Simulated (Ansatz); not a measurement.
Input of an Ansatz 0.2.0 run:

The input input.yaml:

```yaml
crystal:
  lattice:
    - [3.3545324186, 0.0, 0.0]
    - [-1.6772662093, 2.9051102923, 0.0]
    - [0.0, 0.0, 5.47016065]
  atoms:
    - { symbol: Sb, position: [0.6666666667, 0.3333333333, 0.75] }
    - { symbol: Sb, position: [0.3333333333, 0.6666666667, 0.25] }
hamiltonian:
  xc: lda
  pseudopotentials: { kind: paw }
kpoints:
  mp_grid: { grid: [7, 7, 4] }
scf:
  occupations: { method: fermi_dirac, width: 0.05 }
phonons:
  method: dfpt
```

Potentials or basis: Ansatz PAW.

Run with:

```console
$ ansatz run input.yaml --threads 2 --pin off --max-ram 5632MiB --backend cpu --events-out ev --progress --plain --runs-dir out
```

Problem. What does it give for the highest phonon frequency at Γ?

Solution. 59 cm⁻¹.

Problem. What does it give for the most unstable mode?

Solution. 78i cm⁻¹.

Problem. What does it give for the band gap on the k mesh?

Solution. None (metal or under the smearing width).

Phonon frequencies in cm⁻¹ (negative: imaginary):
| q point | frequencies |
| --- | --- |
| (0.000, 0.000, 0.000) | -78 -78 0 0 0 59 |

Caveat: some modes are imaginary. The run has no spin-orbit coupling, so splittings on Sb are missing.
